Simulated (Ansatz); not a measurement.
# C: the cost of one run

Program: Ansatz 0.2.0. Level of theory: DFT PBE, scalar-relativistic, plane waves, PAW. These are calculated values, not measurements.

12 further runs of the same task are left out: 12 set aside as unsound or not needed.

## 1. The system as given

Symmetry: Fd-3m, No. 227, cubic system. The conventional cell has a = 3.572 Å, b = 3.572 Å, c = 3.572 Å, α = 90.00°, β = 90.00°, γ = 90.00°. Around C (site symmetry -43m) lie 4 C at 1.55 Å.

Coordinates:

```cif
data_structure
_symmetry_space_group_name_H-M 'Fd-3m:1'
_symmetry_Int_Tables_number 227
_cell_length_a 3.5715
_cell_length_b 3.5715
_cell_length_c 3.5715
_cell_angle_alpha 90.000
_cell_angle_beta 90.000
_cell_angle_gamma 90.000
_cell_volume 45.56
loop_
_atom_site_label
_atom_site_type_symbol
_atom_site_symmetry_multiplicity
_atom_site_Wyckoff_symbol
_atom_site_fract_x
_atom_site_fract_y
_atom_site_fract_z
_atom_site_occupancy
C1 C 8 a 0.50000 0.00000 0.50000 1
```

This cell was relaxed beforehand with the same method: volume 5.69 Å³/atom, gap on the mesh 4.15 eV.

## 2. Plan of the line

Atoms count from 1 in the order of the input.

An atom moved over a plane that holds its own site and a neighbouring vacancy.

First coordinate, path of C11 from its site (0) to the vacancy (1), 1.547 Å: 11 values from −0.125 to 1.125. Second coordinate, shift of C11 across the path, along [-1 1 2]: 9 values from −0.700 Å.

Nothing else is relaxed (all other atoms held at the sites of the perfect crystal). Points are written as (first, second).

## 3. Grid point (0.375, −0.700 Å)

input.yaml reads:

```yaml
crystal:
  lattice:
    - [3.5715485858, 0.0, -3.5715485858]
    - [0.0, 3.5715485858, -3.5715485858]
    - [3.5715485858, 3.5715485858, 0.0]
  atoms:
    - { symbol: C, position: [0.25, 0.25, 0.25] }
    - { symbol: C, position: [0.25, 0.75, 0.75] }
    - { symbol: C, position: [0.25, 0.75, 0.25] }
    - { symbol: C, position: [0.75, 0.25, 0.75] }
    - { symbol: C, position: [0.75, 0.25, 0.25] }
    - { symbol: C, position: [0.75, 0.75, 0.75] }
    - { symbol: C, position: [0.75, 0.75, 0.25] }
    - { symbol: C, position: [0.125, 0.125, 0.125] }
    - { symbol: C, position: [0.125, 0.125, 0.625] }
    - { symbol: C, position: [0.125, 0.625, 0.125] }
    - { symbol: C, position: [0.3319029523, 0.484375, 0.5918610239] }
    - { symbol: C, position: [0.625, 0.125, 0.125] }
    - { symbol: C, position: [0.625, 0.125, 0.625] }
    - { symbol: C, position: [0.625, 0.625, 0.125] }
    - { symbol: C, position: [0.625, 0.625, 0.625] }
basis:
  ecutwfc: 420
kpoints:
  mp_grid: { grid: [6, 6, 6] }
hamiltonian:
  xc: pbe
  pseudopotentials: { kind: paw, azcp: { folder: soft_1 } }
scf:
  occupations: { method: gaussian, width: 0.05 }
output:
  forces: true
  stress: true
  eigenvalues: true
  write_density: true
  write_potential: true
  elf: true
  volumetric_format: npy
```

Run with:

```console
> ansatz run input.yaml --threads 4 --pin off --max-ram 8192MiB --backend cpu --events-out ev --progress --plain --runs-dir out
```

What time and memory should one allow on 4 threads of Intel Xeon Platinum 8488C (Sapphire Rapids), shared host?

About 5.9 s, with a peak of 0.56 GiB.
